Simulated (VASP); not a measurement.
# InAs (F-43m) in VASP: settings compared

InAs is run at these levels: LDA, PBEsol, r2SCAN, PBE; tasks: electric field gradients.

Everything below comes from runs of VASP 6.6.1. Logs are shortened: lines on timing, memory, paths and dates and some standing lists are left out, and cuts for length are marked.

**What was measured.**

From a printed reference work, data compilation, for a bulk crystal of InAs at 4.2 K: band gap 0.418 eV (direct).

How close the calculation comes is told below.

### 1 The cell of the first run

It takes space group F-43m (No. 216, cubic). Conventional cell: a = 6.048 Å, b = 6.048 Å, c = 6.048 Å, α = 90.00°, β = 90.00°, γ = 90.00°. In (site symmetry -43m) has 4 As at 2.62 Å within 3.5 Å. Within 3.5 Å of As (site symmetry -43m) lie 4 In at 2.62 Å.

### 2 Electric field gradients, LDA

Contents of INCAR:

```
SYSTEM = InAs
PREC = Accurate ; ENCUT = 520
EDIFF = 1E-8 ; ISMEAR = -1
SIGMA = 0.08 ; LREAL = .FALSE.
LASPH = .TRUE. ; NELM = 60
ALGO = Normal ; ISIF = 2
LWAVE = .FALSE. ; LCHARG = .FALSE.
GGA = CA ; LEFG = .TRUE.
NBANDS = 16
```

Contents of KPOINTS:

```
Automatic mesh
0
G
  10 10 10
  0 0 0
```

Contents of POSCAR:

```
InAs
1.0
    0.0000000000      3.0240000000      3.0240000000
    3.0240000000      0.0000000000      3.0240000000
    3.0240000000      3.0240000000      0.0000000000
In As
1 1
Direct
    0.0000000000      0.0000000000      0.0000000000
    0.7500000000      0.7500000000      0.7500000000
```

Potentials or basis: VASP PAW LDA potentials, release 64 (In_d, As).

Command:

```sh
cat potpaw_LDA.64/In_d/POTCAR potpaw_LDA.64/As/POTCAR > POTCAR
mpirun -np 1 vasp_std > vasp.out
```

OUTCAR:

```text
SYSTEM = InAs
   PREC = Accurate
   ENCUT = 520
   EDIFF = 1E-8
   ISMEAR = -1
   LREAL = .FALSE.
   LASPH = .TRUE.
   NELM = 60
   ISIF = 2
   GGA = CA

 ion  position               nearest neighbor table
   1  0.000  0.000  0.000-   2 2.62   2 2.62   2 2.62   2 2.62
   2  0.750  0.750  0.750-   1 2.62   1 2.62   1 2.62   1 2.62

  LATTYP: Found a face centered cubic cell.
 ALAT       =     6.0480000000

  Lattice vectors:

 A1 = (   0.0000000000,   3.0240000000,   3.0240000000)
 A2 = (   3.0240000000,   0.0000000000,   3.0240000000)
 A3 = (   3.0240000000,   3.0240000000,   0.0000000000)

Analysis of symmetry for initial positions (statically):
=====================================================================
 Subroutine PRICEL returns:
 Original cell was already a primitive cell.

 Routine SETGRP: Setting up the symmetry group for a
 face centered cubic supercell.

 Subroutine GETGRP returns: Found 24 space group operations
 (whereof 24 operations were pure point group operations)
 out of a pool of 48 trial point group operations.

The static configuration has the point symmetry T_d .

Analysis of symmetry for dynamics (positions and initial velocities):
=====================================================================
 Subroutine PRICEL returns:
 Original cell was already a primitive cell.

 Routine SETGRP: Setting up the symmetry group for a
 face centered cubic supercell.

 Subroutine GETGRP returns: Found 24 space group operations
 (whereof 24 operations were pure point group operations)
 out of a pool of 48 trial point group operations.

The dynamic configuration has the point symmetry T_d .

 Subroutine INISYM returns: Found 24 space group operations
 (whereof 24 operations are pure point group operations),
 and found     1 'primitive' translations

----------------------------------------------------------------------------------------

                                     Primitive cell

  volume of cell :      55.3064

  direct lattice vectors                    reciprocal lattice vectors
     0.000000000  3.024000000  3.024000000    -0.165343915  0.165343915  0.165343915
     3.024000000  0.000000000  3.024000000     0.165343915 -0.165343915  0.165343915
     3.024000000  3.024000000  0.000000000     0.165343915  0.165343915 -0.165343915

  length of vectors
     4.276581813  4.276581813  4.276581813     0.286384062  0.286384062  0.286384062

  position of ions in fractional coordinates (direct lattice)
     0.000000000  0.000000000  0.000000000
     0.750000000  0.750000000  0.750000000

  ion indices of the primitive-cell ions
   primitive index   ion index
                 1           1
                 2           2

----------------------------------------------------------------------------------------

 KPOINTS: Automatic mesh

Automatic generation of k-mesh.
 Grid dimensions read from file:
 generate k-points for:   10   10   10

 Generating k-lattice:

  Cartesian coordinates                     Fractional coordinates (reciprocal lattice)
    -0.016534392  0.016534392  0.016534392     0.100000000  0.000000000  0.000000000
     0.016534392 -0.016534392  0.016534392     0.000000000  0.100000000  0.000000000
     0.016534392  0.016534392 -0.016534392     0.000000000  0.000000000  0.100000000

  Length of vectors
     0.028638406  0.028638406  0.028638406

  Shift w.r.t. Gamma in fractional coordinates (k-lattice)
     0.000000000  0.000000000  0.000000000

 Subroutine IBZKPT returns following result:
 ===========================================

 Found     47 irreducible k-points:

 Following reciprocal coordinates:
            Coordinates               Weight
  0.000000  0.000000  0.000000      1.000000
  0.100000  0.000000  0.000000      8.000000
  0.200000  0.000000  0.000000      8.000000
  0.300000  0.000000  0.000000      8.000000
  0.400000  0.000000  0.000000      8.000000
  0.500000  0.000000  0.000000      4.000000
[... 16 lines left out ...]
  0.300000  0.300000  0.000000      6.000000
  0.400000  0.300000  0.000000     24.000000
 [... further k-points ...]
   k-points           NKPTS =     47   k-points in BZ     NKDIM =     47   number of bands    NBANDS=     16
   number of dos      NEDOS =    301   number of ions     NIONS =      2
   total plane-waves  NPLWV =  32768
   dimension x,y,z NGX =    32 NGY =   32 NGZ =   32
   dimension x,y,z NGXF=    64 NGYF=   64 NGZF=   64
   ions per type =               1   1
   NGX,Y,Z   is equivalent  to a cutoff of  12.44, 12.44, 12.44 a.u.
   NGXF,Y,Z  is equivalent  to a cutoff of  24.88, 24.88, 24.88 a.u.
 SYSTEM =  InAs
   PREC   = accura    normal or accurate (medium, high low for compatibility)
   ISTART =      0    job   : 0-new  1-cont  2-samecut
   ICHARG =      2    charge: 1-file 2-atom 10-const
   ISPIN  =      1    spin polarized calculation?
   LNONCOLLINEAR =      F non collinear calculations
   LSORBIT =      F    spin-orbit coupling
   LASPH  =      T    aspherical Exc in radial PAW
   ENCUT  =  520.0 eV  38.22 Ry    6.18 a.u.   7.95  7.95  7.95*2*pi/ulx,y,z
   NELM   =     60;   NELMIN=  2; NELMDL= -5     # of ELM steps
   EDIFF  = 0.1E-07   stopping-criterion for ELM
   LREAL  =      F    real-space projection
   EDIFFG = 0.1E-06   stopping-criterion for IOM
   NSW    =      0    number of steps for IOM
   IBRION =     -1    ionic relax: 0-MD 1-quasi-New 2-CG
   NFREE  =      0    steps in history (QN), initial steepest desc. (CG)
   ISIF   =      2    stress and relaxation
   ISYM   =      2    0-nonsym 1-usesym 2-fastsym
   POTIM  = 0.5000    time-step for ionic-motion
   TEBEG  =    0.0;   TEEND  =   0.0 temperature during run
   PSTRESS=    0.0 pullay stress
   NELECT =      18.0000    total number of electrons
   NUPDOWN=      -1.0000    fix difference up-down
   EMIN   =  10.00;   EMAX   =-10.00  energy-range for DOS
   EFERMI =   0.00;   METHOD = LEGACY
   ISMEAR =    -1;   SIGMA  =   0.08  broadening in eV -4-tet -1-fermi 0-gaus
   EFERMI_NEDOS =   21; number of points for ismear=-14 and -15
   IALGO  =     38    algorithm
   IMIX   =      4    mixing-type and parameters
     AMIX     =   0.40;   BMIX     =  1.00
     AMIX_MAG =   1.60;   BMIX_MAG =  1.00
  volume/ion in A,a.u.               =      27.65       186.61
  Fermi-wavevector in a.u.,A,eV,Ry     =   1.126092  2.128005 17.253320  1.268083
  Thomas-Fermi vector in A             =   2.262772
   LORBIT       =      0    0 simple, 1 ext, 2 COOP (PROOUT), +10 PAW based schemes
   GGA     = CA    functional components
   LHFCALC =     F    Hartree Fock is set to
   AEXX    =    0.0000 exact exchange contribution
   IVDW    =     0    specifies the selected vdW correction
   LEPSILON=     F    determine dielectric tensor
   LRPA    =     F    only Hartree local field effects (RPA)
 non-spin polarized calculation
  energy-cutoff  :      520.00
  volume of cell :       55.31
 maximum number of plane-waves:      1524
   NGX = 15   NGY = 15   NGZ = 15

 number of electron      17.9999990 magnetization

 Free energy of the ion-electron system (eV)
  ---------------------------------------------------
  ext. energy  EPLUGINS =         0.00000000
  ---------------------------------------------------
  free energy    TOTEN  =        -9.02885518 eV

  energy without entropy =       -9.02814314  energy(sigma->0) =       -9.02849916

 E-fermi :   4.4963     XC(G=0):  -9.4103

 val. band max:        4.3321093165   @ k =   0.0000   0.0000   0.0000
 cond. band min:       5.1384226345   @ k =   0.5000   0.0000   0.0000
 fundamental gap:      0.8063133180
 Fermi energy:         4.4962609963

 k-point     1 :       0.0000    0.0000    0.0000
  band No.  band energies     occupation
      1     -10.0231      2.00000
      2     -10.0231      2.00000
      3     -10.0231      2.00000
      4      -9.8948      2.00000
      5      -9.8948      2.00000
      6      -7.5790      2.00000
[... 8 lines left out ...]
     15      14.0482      0.00000
     16      14.0482      0.00000
[... 419 lines left out ...]
 k-point    24 :       0.4000    0.3000    0.0000
  band No.  band energies     occupation
      1     -10.1759      2.00000
      2      -9.9624      2.00000
      3      -9.9599      2.00000
      4      -9.9221      2.00000
      5      -9.8774      2.00000
      6      -6.1137      2.00000
[... 8 lines left out ...]
     15      15.4314      0.00000
     16      16.2577      0.00000

 [... further k-points ...]

------------------------ aborting loop because EDIFF is reached ----------------------------------------

  FORCE on cell =-STRESS in cart. coord.  units (eV):
  Direction    XX          YY          ZZ          XY          YZ          ZX
  --------------------------------------------------------------------------------------
  -------------------------------------------------------------------------------------
  Total       -0.1700768     -0.1700768     -0.1700768      0.0000000      0.0000000      0.0000000
  in kB       -4.9269758     -4.9269758     -4.9269758      0.0000000      0.0000000      0.0000000
  external PRESSURE =      -4.9269758 kB  Pullay stress =       0.0000000 kB

 VOLUME and BASIS-vectors are now :
 -----------------------------------------------------------------------------
  energy-cutoff  :      520.00
  volume of cell :       55.31
      direct lattice vectors                 reciprocal lattice vectors
     0.000000000  3.024000000  3.024000000    -0.165343915  0.165343915  0.165343915
     3.024000000  0.000000000  3.024000000     0.165343915 -0.165343915  0.165343915
     3.024000000  3.024000000  0.000000000     0.165343915  0.165343915 -0.165343915

 POSITION                                       TOTAL-FORCE (eV/Angst)
 -----------------------------------------------------------------------------------
      0.00000      0.00000      0.00000        -0.000000     -0.000000     -0.000000
      4.53600      4.53600      4.53600         0.000000      0.000000      0.000000
 -----------------------------------------------------------------------------------
    total drift:                                0.000000      0.000000      0.000000

  FREE ENERGIE OF THE ION-ELECTRON SYSTEM (eV)
  ---------------------------------------------------
  free  energy   TOTEN  =        -9.0288551754 eV

  energy  without entropy=       -9.0281431367  energy(sigma->0) =       -9.02849916

 Electric field gradients (V/A^2)
---------------------------------------------------------------------
 ion       V_xx      V_yy      V_zz      V_xy      V_xz      V_yz
---------------------------------------------------------------------
   1      -0.000    -0.000    -0.000    -0.000    -0.000    -0.000
   2       0.000     0.000     0.000     0.000     0.000     0.000
---------------------------------------------------------------------

 Electric field gradients after diagonalization (V/A^2)
 (convention: |V_zz| > |V_xx| > |V_yy|)
----------------------------------------------------------------------
 ion       V_xx      V_yy      V_zz     asymmetry (V_yy - V_xx)/ V_zz
----------------------------------------------------------------------
   1       0.000     0.000    -0.001       0.000
   2      -0.000    -0.000     0.000       0.000
----------------------------------------------------------------------

           NMR quadrupolar parameters

 Cq : quadrupolar parameter    Cq=e*Q*V_zz/h
 eta: asymmetry parameters     (V_yy - V_xx)/ V_zz
 Q  : nuclear electric quadrupole moment in mb (millibarn)
----------------------------------------------------------------------
 ion       Cq(MHz)       eta       Q (mb)
----------------------------------------------------------------------
   1      -0.000       0.000       1.000
   2       0.000       0.000       1.000
----------------------------------------------------------------------
```

Run time: 18 s. Hardware: 1 thread of Intel Xeon 6975P-C, shared host; peak memory 0.18 GiB.

Results:

- Free energy: -9.0289 eV
- Pressure: -0.5 GPa
- Band gap on the k mesh: zero (filled and empty bands touch)

Levels at points of the mesh, in eV from the Fermi level:
```tsv
k point	band 6	band 7	band 8	band 9	band 10	band 11	band 12	band 13
(0.00, 0.00, 0.00)	-12.08	-0.56	-0.16	-0.16	-0.16	3.66	3.66	3.66
(0.50, 0.00, 0.00)	-10.60	-6.00	-1.16	-1.16	0.64	4.44	4.44	6.52
(0.50, 0.50, 0.00)	-10.05	-6.08	-2.51	-2.51	1.26	1.79	8.83	8.97
```

Caveat: without QUAD_EFG the Cq values of the log hold for a quadrupole moment of 1 mb, not for the nuclei; spin-orbit coupling is left out, which moves the levels of the heavy elements.

(Part 1 of 3 ends here.)
